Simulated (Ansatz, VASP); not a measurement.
BaS in VASP and in Ansatz

```
Ba S
1.0
     0.00000    3.12855    3.12855
     3.12855    0.00000    3.12855
     3.12855    3.12855    0.00000
Ba S
1 1
Cartesian
  0.0000 0.0000 0.0000
  3.1286 3.1286 3.1286
```

Change from the starting cell: volume scaled by 0.94.

Alike in both runs: task single point; functional PBEsol; k mesh 7 × 7 × 7; occupations fermi-dirac, width 0.05 eV; no spin polarisation.

```csv
,VASP,Ansatz
version,VASP 6.6.1,Ansatz 0.2.0
potentials or method,"VASP PAW PBE potentials, release 64 (Ba_sv, S), cutoff 520 eV","all-electron LAPW, scalar-relativistic"
```

Ansatz gave:

| Item | Value |
| --- | --- |
| gap on the k mesh at the Fermi level (eV) | 2.03 |
| least direct gap on the mesh (eV) | 2.11 |
| pressure (GPa) | 1.8 |

Task: Which values does VASP return?

Result: gap on the k mesh at the Fermi level (eV): 1.92; least direct gap on the mesh (eV): 2.04; pressure (GPa): 2.6.

Ansatz ran all-electron here, so the differences hold the error of VASP's frozen core and of both bases.

Caveats: spin-orbit coupling is left out, which moves the levels of the heavy elements; an odd mesh through Γ misses points on the zone boundary, where band edges often lie; the PAW data sets were made with another functional, which shifts forces and pressure a little (VASP).
